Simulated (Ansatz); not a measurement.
# AlCo (Pm-3m) in Ansatz: reference runs

Aim: a first look at AlCo with PBEsol, on the cell as given and on a disturbed one.

Everything below comes from runs of Ansatz 0.2.0. Logs are shortened: lines on timing, memory, paths and dates and some standing lists are left out, and cuts for length are marked.

### Step 1. The crystal as given

Symmetry: Pm-3m, No. 221, cubic system. Conventional cell: a = 2.819 Å, b = 2.819 Å, c = 2.819 Å, α = 90.00°, β = 90.00°, γ = 90.00°. Co (site symmetry m-3m) is surrounded by 8 Al at 2.44 Å. Al (site symmetry m-3m) has 8 Co at 2.44 Å as nearest neighbours.

The cell is a database's computed one.

### Step 2. Single point, PBEsol, collinear spin, ferromagnetic start

input.yaml

```yaml
crystal:
  lattice:
    - [2.81940321, 0.0, 0.0]
    - [0.0, 2.81940321, 0.0]
    - [0.0, 0.0, 2.81940321]
  atoms:
    - { symbol: Co, position: [0.5, 0.5, 0.5], spin: 2.0 }
    - { symbol: Al, position: [0.0, 0.0, 0.0] }
hamiltonian:
  xc: pbesol
  pseudopotentials: { kind: paw }
magnetization:
  spin_polarized: true
kpoints:
  mp_grid: { grid: [9, 9, 9] }
scf:
  occupations: { method: fermi_dirac, width: 0.05 }
output:
  forces: true
  stress: true
  eigenvalues: true
```

Potentials or basis: Ansatz PAW.

On the command line:

```sh
ansatz run input.yaml --threads 2 --pin off --max-ram 5632MiB --backend cpu --events-out ev --progress --plain --runs-dir out
```

The program printed:

```text
Warning: RAYON_NUM_THREADS=2 ignored (pool sized by the plan → 2); use --threads N
Engine: ansatz 0.2.0, x86_64-unknown-linux-gnu
Pseudopotentials: kind: paw
Pseudopotential: Co, paw, valence charge 17, recommended cutoff 420 eV (normal), Co.paw.azcp
Pseudopotential: Al, paw, valence charge 3, recommended cutoff 420 eV (normal), Al.paw.azcp
Functional definition: PBEsol
  exchange = pbesol_x
  correlation = pbesol_c
Crystal: 2 atoms, lattice volume = 22.412 Å³
Basis set: ecut = 420 eV, 461 PW (Γ), exchange–correlation on 40×40×40 points (8 copies of the dense FFT grid, shifted against one another)
Bands: 15, of which v1, the nominal top of the filled ones, is band 10 counted from 1 (9 counted from 0)
Symmetry: 48 space group operations
Space group: Pm-3m (ITA 221), of the structure as read, at distance tolerance 2.8e-5 Å
Magnetic group: BNS 221.92 (UNI 1594), of the structure as read, at distance tolerance 2.8e-5 Å
k-points: 35 of 729
Non-local potential: Co, projectors of the file, l = 0: 3, l = 1: 2, l = 2: 3, l = 3: 1
Non-local potential: Al, projectors of the file, l = 0: 2, l = 1: 2, l = 2: 1
PAW form: soft (Blöchl's): semilocal exchange-correlation on the pseudo side does not see the compensation charge
PAW frozen core: Co, regenerated for the run's functional, and the local potential with it (the file was generated under x = pbe(κ = 0.804, μ = 0.2195149727645171), c = pbe(β = 0.06672455060314922))
PAW frozen core: Al, regenerated for the run's functional, and the local potential with it (the file was generated under x = pbe(κ = 0.804, μ = 0.2195149727645171), c = pbe(β = 0.06672455060314922))
PAW one-centre angular grid: Co, 590 points (default); XC on 64 Gauss nodes
PAW one-centre angular grid: Al, 110 points (default); XC on 64 Gauss nodes
Initial density: superposition of atomic densities (chi_scale 0.1, normalization cell)
Starting moments: Σ|m| = 2 μB on 1 of 2 sites
Initial wavefunctions: pseudopotential atomic-orbital guess
Functional: x = pbesol(κ = 0.804, μ = 0.12345679012345678), c = pbesol(β = 0.046)
SCF iter   1: F=—  HF=-5618.488066 eV  |F-HF|=—  |Δ(HF+E_count)|=         —  Δρ=2.39e-1 (↑2.39e-1 ↓1.23e-1)  dr2=2.16e0  dr2_m=6.48e0  M=0.064 μB ∫|m|=0.218 μB  β_m=0.30  ethr=3.10e-3  ⟨swp⟩=4.7  Hψ=4799  notcnv=0
Mixer restart at iter 1: flushing history
preconditioner: auto → none  [metal: Δε(μ)=0.079 eV  Ē_g=9.393 eV  σ=0.050 eV  W_gap=0.36  n_scr=6 (ndim 8)  ℏωp=27.2 eV  f_vac=0.000  D(μ)=0.74/eV (n_scr^D=6)  sad-step TF]
SCF iter   2: F=—  HF=-5617.471673 eV  |F-HF|=—  |Δ(HF+E_count)|=    1.02e0  Δρ=1.33e-1 (↑1.20e-1 ↓1.33e-1)  dr2=2.19e-1  dr2_m=3.22e0  M=0.090 μB ∫|m|=0.188 μB  β_m=0.52  ethr=3.10e-3  ⟨swp⟩=2.2  Hψ=2331  notcnv=0  defer=25
SCF iter   3: F=—  HF=-5619.731848 eV  |F-HF|=—  |Δ(HF+E_count)|=    2.26e0  Δρ=1.38e-1 (↑1.38e-1 ↓4.41e-2)  dr2=4.34e0  dr2_m=4.92e-1  M=0.028 μB ∫|m|=0.100 μB  β_m=0.44  ethr=1.10e-3  ⟨swp⟩=3.3  Hψ=2798  notcnv=0  defer=26
SCF iter   4: F=—  HF=-5618.704315 eV  |F-HF|=—  |Δ(HF+E_count)|=    1.03e0  Δρ=1.72e-2 (↑7.10e-3 ↓1.72e-2)  dr2=7.65e-2  dr2_m=5.34e-3  M=0.016 μB ∫|m|=0.050 μB  β_m=0.72  ethr=1.10e-3  ⟨swp⟩=2.9  Hψ=2800  notcnv=0  defer=28
SCF iter   5: F=—  HF=-5618.777026 eV  |F-HF|=—  |Δ(HF+E_count)|=   7.27e-2  Δρ=1.57e-2 (↑1.22e-2 ↓1.57e-2)  dr2=1.12e-1  dr2_m=6.42e-4  M=0.007 μB ∫|m|=0.023 μB  β_m=0.86  ethr=3.83e-4  ⟨swp⟩=2.1  Hψ=1817  notcnv=0  defer=28
SCF iter   6: F=—  HF=-5618.779255 eV  |F-HF|=—  |Δ(HF+E_count)|=   2.23e-3  Δρ=2.04e-3 (↑2.04e-3 ↓2.04e-3)  dr2=2.96e-3  dr2_m=8.48e-7  M=0.000 μB ∫|m|=0.001 μB  β_m=0.76  ethr=3.83e-4  ⟨swp⟩=2.2  Hψ=1770  notcnv=0  defer=28
SCF iter   7: F=—  HF=-5618.779579 eV  |F-HF|=—  |Δ(HF+E_count)|=   3.24e-4  Δρ=8.14e-4 (↑8.14e-4 ↓4.93e-4)  dr2=2.19e-4  dr2_m=5.95e-6  M=0.001 μB ∫|m|=0.002 μB  β_m=0.87  ethr=1.48e-5  ⟨swp⟩=1.3  Hψ=1535  notcnv=0  defer=28
SCF iter   8: F=—  HF=-5618.779567 eV  |F-HF|=—  |Δ(HF+E_count)|=   1.21e-5  Δρ=1.51e-4 (↑1.51e-4 ↓5.05e-5)  dr2=2.39e-6  dr2_m=2.00e-6  M=0.000 μB ∫|m|=0.001 μB  β_m=0.90  ethr=1.10e-6  ⟨swp⟩=2.0  Hψ=1336  notcnv=0  defer=28
SCF iter   9: F=—  HF=-5618.779578 eV  |F-HF|=—  |Δ(HF+E_count)|=   1.08e-5  Δρ=4.67e-5 (↑4.67e-5 ↓1.54e-5)  dr2=7.74e-7  dr2_m=5.74e-8  M=0.000 μB ∫|m|=0.000 μB  β_m=0.95  ethr=1.19e-8  ⟨swp⟩=1.9  Hψ=1329  notcnv=0  defer=28
SCF iter  10: F=—  HF=-5618.779578 eV  |F-HF|=—  |Δ(HF+E_count)|=   2.13e-7  Δρ=1.22e-5 (↑1.22e-5 ↓2.82e-6)  dr2=3.37e-8  dr2_m=4.86e-9  M=0.000 μB ∫|m|=0.000 μB  β_m=0.93  ethr=3.87e-9  ⟨swp⟩=2.2  Hψ=1317  notcnv=0  defer=28
SCF iter  11: F=—  HF=-5618.779578 eV  |F-HF|=—  |Δ(HF+E_count)|=  2.60e-10  Δρ=6.41e-7 (↑2.25e-7 ↓6.41e-7)  dr2=6.81e-11  dr2_m=1.84e-11  M=0.000 μB ∫|m|=0.000 μB  β_m=0.95  ethr=1.69e-10  ⟨swp⟩=2.3  Hψ=1520  notcnv=0  defer=28
SCF iter  12: F=-5618.779578 eV  HF=-5618.779578 eV  |F-HF|=5.46e-12  |Δ(HF+E_count)|=  1.82e-11  Δρ=1.23e-7 (↑1.08e-7 ↓1.23e-7)  dr2=6.30e-12  dr2_m=9.69e-14  M=-0.000 μB ∫|m|=0.000 μB  ethr=1.00e-12  ⟨swp⟩=2.8  Hψ=2925  notcnv=0
SCF 1 converged in 12 iterations: F = -5618.779578 eV  dr2 = 6.30e-12
WARN: the starting moments were not kept: the SCF closed with an absolute magnetisation of 2.5e-7 μB, where they sum to 2 μB in size (1 site). That is at most 0.1 of that sum. Measured as dr2_m measures the in/out step, that magnetisation stands 4.9e-14 eV from none, at or under the dr2_threshold of 1.0e-7 eV: it is no larger than a step whose dr2_m would equal this threshold. The system may hold no moment; this SCF shows only that its start led to no more than that. To try another start: raise the starting moments (crystal.atoms[].spin, magnetization.per_species, magnetization.initial_magnetization, or on a non-collinear deck that types none of these the spinor_matrix: blocks that start its atoms; where the total moment is fixed, keep their sum and leave initial_magnetization as it is; typed ones take the place of any that the run laid by itself, positive ones on a crystal's lanthanoids without a Hubbard term where scf.initial_density.shell_occupations: [] is typed) or, if the notice of its spin-set hold's release reads "site moments contracting" or "site moments show no strong build", lengthen the hold (scf.mixing.spin_hold: { on: { confirm: 4 } }; for m-r²SCAN on two components see the key's manual first). Each may lead to a state that holds a moment. A second SCF, from the converged charge density, with the starting moments and any scf.initial_density.shell_occupations laid on it anew, would have followed, and was not run: the deck does not ask for one (magnetization.retry_lost_moments is false, the default). To let it run, set magnetization.retry_lost_moments: true and run the deck again, where that key's refused combinations let it; where memory then withholds it, that run's warning says so.
SCF converged after 12 iterations
Magnetization: -0.0000 μB (10.0000 up, 10.0000 down)
Absolute magnetization: 0.0000 μB (∫|ρ↑−ρ↓|, with the PAW one-centre terms)
Spin contamination: 0.0000 ħ² per cell (⟨S²⟩ above its minimum at these occupations)
Per-site moments (μB) at R_I (Å): [(-1.319834490983194e-7, 1.0071908563906993), (2.535503624298e-8, 1.0071908563906993)]
Free energy (F): -5618.779578 eV
Harris-Foulkes:  -5618.779578 eV  (|F-HF|=5.46e-12)
Internal energy: -5618.775229 eV  (E = F + TS)
E sigma→0 (E₀):  -5618.777404 eV
Entropy (-TS):   -0.004349 eV (-2.175 meV/atom)
Fermi energy:    14.910141 eV
--- Per-component energies (eV) ---
  E_band       = -275.208433
  E_kinetic    = 485.138643
  E_local      = -3633.349567  (includes V_loc(G=0)·N_el)
  E_nonlocal   = 468.523665
  E_hartree    = 1568.914931
  E_xc         = -199.764841
  E_vxc        = -237.075860  (∫ρ·V_xc dr)
  E_paw        = -1940.397438  (= ΣΔE_a)
  E_vpaw       = -496.275060  (= ΣTr[D̂ρ^β])
  E_aug_tail   = 0.000081  (compensation charges beyond the density's cutoff)
  E_ewald      = -2368.048262
  E_core_change = 0.207558  (= ΣΔE_core)
  E_smearing   = -0.004349  (= −TS)
  E_closure    = 0.000000  (closes the sum)
  Σ components = -5618.779578   (vs F -5618.779578, Δ=0.00e0)
--- Forces (eV/Å), atoms counted from 1 ---
  atom   1  Co     0.00000000    -0.00000000     0.00000000
  atom   2  Al    -0.00000000     0.00000000     0.00000000
  max |Σ_I F_I| component: 6.15e-29 eV/Å
--- Stress (GPa, compression-positive) ---
        0.655673       0.000000       0.000000
        0.000000       0.655673       0.000000
        0.000000       0.000000       0.655673
  P = ⅓ Tr σ = 0.6557 GPa (6.557 kbar)
--- Band table (eV; the first three rows and the last of 70) ---
  k-point 0 ↑: bands = ["-79.5544", "-42.9856", "-42.9856", "-42.9856", "3.6035", "11.7758", "11.7758", "14.0707", "14.0707", "14.0707", "21.0118", "21.0118", "21.0118", "23.7743", "23.7743"]
  k-point 1 ↑: bands = ["-79.5539", "-42.9914", "-42.9851", "-42.9851", "3.8430", "11.7478", "11.8430", "13.9419", "13.9419", "14.0847", "19.2214", "21.3420", "21.3420", "23.7332", "25.3911"]
  k-point 2 ↑: bands = ["-79.5528", "-43.0061", "-42.9840", "-42.9840", "4.5506", "11.4909", "12.0191", "13.6452", "13.6452", "14.1201", "16.9532", "22.2468", "22.2468", "23.6166", "27.1892"]
  k-point 34 ↓: bands = ["-79.5439", "-43.0242", "-43.0241", "-43.0241", "10.6476", "10.9083", "10.9083", "14.4961", "14.4961", "16.1302", "17.3390", "17.3390", "19.3528", "20.8052", "20.8052"]
```

Wall time 1.3 s (2 threads of AMD EPYC 7R43 (Zen 3), shared host); peak memory 0.35 GiB.

What came out:

| Quantity | Value |
| --- | --- |
| Free energy | -5618.7796 eV |
| Pressure | 0.7 GPa |
| Band gap on the k mesh | none (metal or under the smearing width) |
| Net moment | 0.00 μB per cell |
| Absolute moment | 0.00 μB per cell |

Levels at points of the mesh, in eV from the Fermi level:
Spin up:
```
           k point  band 7  band 8  band 9  band 10  band 11  band 12  band 13  band 14
(0.00, 0.00, 0.00)   -3.13   -0.84   -0.84    -0.84     6.10     6.10     6.10     8.86
```
Spin down:
```
           k point  band 8  band 9  band 10  band 11  band 12  band 13
(0.00, 0.00, 0.00)   -0.84   -0.84    -0.84     6.10     6.10     6.10
```

Caveat: the starting moments collapsed, and a magnetic state may lie lower; the PAW data sets come from PBE, with cores solved anew for the run's functional, which leaves a small shift of forces and pressure; the starting moments weren't kept.

### Step 3. Single point, PBEsol, collinear spin, ferromagnetic start (atoms moved at random, drawn with an rms of 0.05 Å)

Changes to input.yaml since step 2:

```diff
@@ -6,4 +6,4 @@
   atoms:
-    - { symbol: Co, position: [0.5, 0.5, 0.5], spin: 2.0 }
-    - { symbol: Al, position: [0.0, 0.0, 0.0] }
+    - { symbol: Co, position: [0.518825, 0.493505, 0.498767], spin: 2.0 }
+    - { symbol: Al, position: [-0.008945, -0.006418, -0.002134] }
 hamiltonian:
```

Potentials or basis: Ansatz PAW.

On the command line:

```sh
ansatz run input.yaml --threads 2 --pin off --max-ram 5632MiB --backend cpu --events-out ev --progress --plain --runs-dir out
```

The program printed:

```text
Warning: RAYON_NUM_THREADS=2 ignored (pool sized by the plan → 2); use --threads N
[... 7 set-up lines as earlier in the session ...]
Crystal: 2 atoms, lattice volume = 22.412 Å³
Basis set: ecut = 420 eV, 461 PW (Γ), exchange–correlation on 40×40×40 points (8 copies of the dense FFT grid, shifted against one another)
Bands: 15, of which v1, the nominal top of the filled ones, is band 10 counted from 1 (9 counted from 0)
Symmetry: 1 space group operations
Space group: P1 (ITA 1), of the structure as read, at distance tolerance 2.8e-5 Å
Magnetic group: BNS 1.1 (UNI 1), of the structure as read, at distance tolerance 2.8e-5 Å
k-points: 365 of 729 (time reversal used)
[... 8 set-up lines as earlier in the session ...]
Starting moments: Σ|m| = 2 μB on 1 of 2 sites
[... 2 set-up lines as earlier in the session ...]
SCF iter   1: F=—  HF=-5618.457982 eV  |F-HF|=—  |Δ(HF+E_count)|=         —  Δρ=2.39e-1 (↑2.39e-1 ↓1.23e-1)  dr2=2.17e0  dr2_m=6.49e0  M=0.063 μB ∫|m|=0.217 μB  β_m=0.30  ethr=3.10e-3  ⟨swp⟩=4.8  Hψ=50208  notcnv=0
Mixer restart at iter 1: flushing history
[... 16 lines left out ...]
SCF converged after 13 iterations
Magnetization: -0.0000 μB (10.0000 up, 10.0000 down)
Absolute magnetization: 0.0000 μB (∫|ρ↑−ρ↓|, with the PAW one-centre terms)
Spin contamination: 0.0000 ħ² per cell (⟨S²⟩ above its minimum at these occupations)
Per-site moments (μB) at R_I (Å): [(-6.609912072929958e-8, 0.9882275493705038), (1.0432605443849014e-8, 0.9882275493705038)]
Free energy (F): -5618.755168 eV
Harris-Foulkes:  -5618.755168 eV  (|F-HF|=4.73e-11)
Internal energy: -5618.750825 eV  (E = F + TS)
E sigma→0 (E₀):  -5618.752996 eV
Entropy (-TS):   -0.004343 eV (-2.171 meV/atom)
Fermi energy:    14.907513 eV
--- Per-component energies (eV) ---
  E_band       = -275.270011
  E_kinetic    = 485.226514
  E_local      = -3634.219714  (includes V_loc(G=0)·N_el)
  E_nonlocal   = 468.605303
  E_hartree    = 1569.302432
  E_xc         = -199.780991
  E_vxc        = -237.095508  (∫ρ·V_xc dr)
  E_paw        = -1940.463937  (= ΣΔE_a)
  E_vpaw       = -496.392139  (= ΣTr[D̂ρ^β])
  E_aug_tail   = 0.000083  (compensation charges beyond the density's cutoff)
  E_ewald      = -2367.628073
  E_core_change = 0.207558  (= ΣΔE_core)
  E_smearing   = -0.004343  (= −TS)
  E_closure    = -0.000000  (closes the sum)
  Σ components = -5618.755168   (vs F -5618.755168, Δ=0.00e0)
--- Forces (eV/Å), atoms counted from 1 ---
  atom   1  Co    -0.62282323     0.00176064    -0.02060046
  atom   2  Al     0.62282331    -0.00176138     0.02060010
  max |Σ_I F_I| component: 7.38e-7 eV/Å
--- Stress (GPa, compression-positive) ---
        0.906624      -0.003144       0.036759
       -0.003144       1.284366      -0.000101
        0.036759      -0.000101       1.283957
  P = ⅓ Tr σ = 1.1583 GPa (11.583 kbar)
--- Band table (eV; the first three rows and the last of 730) ---
  k-point 0 ↑: bands = ["-79.5565", "-42.9896", "-42.9896", "-42.9853", "3.6047", "11.7645", "11.7731", "14.0599", "14.0678", "14.0678", "21.0126", "21.0147", "21.0150", "23.7833", "23.7919"]
  k-point 1 ↑: bands = ["-79.5560", "-42.9954", "-42.9891", "-42.9849", "3.8443", "11.7391", "11.8380", "13.9304", "13.9395", "14.0820", "19.2186", "21.3451", "21.3543", "23.7491", "25.3900"]
  k-point 2 ↑: bands = ["-79.5548", "-43.0101", "-42.9880", "-42.9837", "4.5520", "11.4846", "12.0133", "13.6333", "13.6439", "14.1168", "16.9507", "22.2504", "22.2558", "23.6348", "27.1699"]
  k-point 364 ↓: bands = ["-79.5520", "-43.0321", "-42.9910", "-42.9909", "7.5845", "9.2805", "12.4605", "12.8857", "13.3458", "13.9433", "15.1723", "22.1074", "23.7331", "24.3987", "25.7195"]
```

Wall time 19 s (2 threads of AMD EPYC 7R43 (Zen 3), shared host); peak memory 0.59 GiB.

Results:

| Item | Value |
| --- | --- |
| Free energy | -5618.7552 eV |
| Pressure | 1.2 GPa |
| Largest force | 0.623 eV/Å |
| Band gap on the k mesh | none (metal or under the smearing width) |
| Net moment | 0.00 μB per cell |
| Absolute moment | 0.00 μB per cell |

Forces in eV/Å, atoms in the order of the input:
```
Co  -0.623  0.002 -0.021
Al   0.623 -0.002  0.021
```

Levels at points of the mesh, in eV from the Fermi level:
Spin up:
| k point | band 8 | band 9 | band 10 | band 11 | band 12 | band 13 |
| --- | --- | --- | --- | --- | --- | --- |
| (0.00, 0.00, 0.00) | -0.85 | -0.84 | -0.84 | 6.11 | 6.11 | 6.11 |
Spin down:
```tsv
k point	band 6	band 7	band 8	band 9	band 10	band 11	band 12	band 13	band 14	band 15
(0.00, 0.00, 0.00)	-3.14	-3.13	-0.85	-0.84	-0.84	6.11	6.11	6.11	8.88	8.88
```

Caveat: the starting moments collapsed, and a magnetic state may lie lower; the PAW data sets come from PBE, with cores solved anew for the run's functional, which leaves a small shift of forces and pressure; the starting moments weren't kept.
